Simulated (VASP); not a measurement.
## A VASP 6.6.1 single-point calculation on KBr

INCAR

```
NSW = 0
PREC = Accurate
LREAL = .FALSE.
LASPH = .TRUE.
IBRION = -1
EDIFF = 1E-7
LCHARG = .FALSE.
LWAVE = .FALSE.
NBANDS = 15
SIGMA = 0.02
NELM = 84
ISMEAR = -1
ENCUT = 520
GGA = PE
ISIF = 2
```

KPOINTS

```
KPOINTS created by Atomic Simulation Environment
0
Gamma
6 6 6
0 0 0
```

POSCAR

```
K  Br
 1.0000000000000000
     4.1194005042999997    0.0000000000000000    0.0000000000000000
     0.0000000000000000    3.9762553129999998    0.0000000000000000
     0.0000000000000000    0.0000000000000000    3.9762553129999998
 K   Br
   1   1
Cartesian
  0.0000000000000000  0.0000000000000000  0.0000000000000000
  0.5395590780532140  0.0567014007633800  0.4423584035712500
```

The recommended PBE PAW datasets give the neutral cell 16 valence electrons.

Command

```
mpirun -np 1 vasp_std
```

OSZICAR

```
N       E                     dE             d eps       ncg     rms          rms(c)
DAV:   1     0.426360514233E+03    0.42636E+03   -0.93326E+03  3776   0.980E+02
DAV:   2     0.306640303243E+03   -0.11972E+03   -0.10998E+03  4193   0.278E+02
DAV:   3     0.300341756371E+03   -0.62985E+01   -0.59336E+01  3890   0.574E+01
DAV:   4     0.300080228920E+03   -0.26153E+00   -0.26139E+00  5674   0.109E+01
DAV:   5     0.300057408406E+03   -0.22821E-01   -0.22820E-01  4356   0.244E+00    0.129E+03
DAV:   6     0.318851069634E+03    0.18794E+02   -0.48033E+01  3374   0.626E+01    0.642E+02
DAV:   7     0.319661066882E+03    0.81000E+00   -0.61735E+00  5124   0.175E+01    0.861E+01
DAV:   8     0.319599547582E+03   -0.61519E-01   -0.76977E-01  3977   0.612E+00    0.149E+01
DAV:   9     0.319593312941E+03   -0.62346E-02   -0.10394E-01  4927   0.201E+00    0.190E+01
DAV:  10     0.319586001947E+03   -0.73110E-02   -0.18416E-02  4578   0.122E+00    0.250E+00
DAV:  11     0.319586416670E+03    0.41472E-03   -0.14579E-03  4312   0.312E-01    0.232E+00
DAV:  12     0.319585972969E+03   -0.44370E-03   -0.83889E-04  4312   0.240E-01    0.172E-01
DAV:  13     0.319585987076E+03    0.14107E-04   -0.79064E-05  4466   0.876E-02    0.425E-01
DAV:  14     0.319585952056E+03   -0.35020E-04   -0.20687E-05  3661   0.274E-02    0.121E-01
DAV:  15     0.319585942146E+03   -0.99100E-05   -0.78043E-06  4091   0.161E-02    0.516E-02
DAV:  16     0.319585939412E+03   -0.27342E-05   -0.26975E-06  3648   0.910E-03    0.237E-02
DAV:  17     0.319585939199E+03   -0.21281E-06   -0.18857E-07  4696   0.262E-03    0.661E-03
DAV:  18     0.319585939042E+03   -0.15751E-06   -0.11857E-07  3210   0.190E-03    0.232E-03
DAV:  19     0.319585939002E+03   -0.39407E-07   -0.36190E-08  3137   0.112E-03
   1 F= 0.31958594E+03 E0= 0.31958874E+03  d E =-.559996E-02
```

It converged. Results: gap between bands v and c on the k mesh -0.08 eV (bands overlap: a metal); least direct gap on the k mesh 0.02 eV; pressure 746.6 GPa; largest force 1306.92 eV/Å. Band v is the last that the valence electrons fill when counted band by band, and c is the next.

Task: Find the fault in these files.

Result: Overlapping atoms. On sound settings PBE gives a gap of 3.84 eV on its mesh and a pressure of 0.2 GPa for the intended cell.
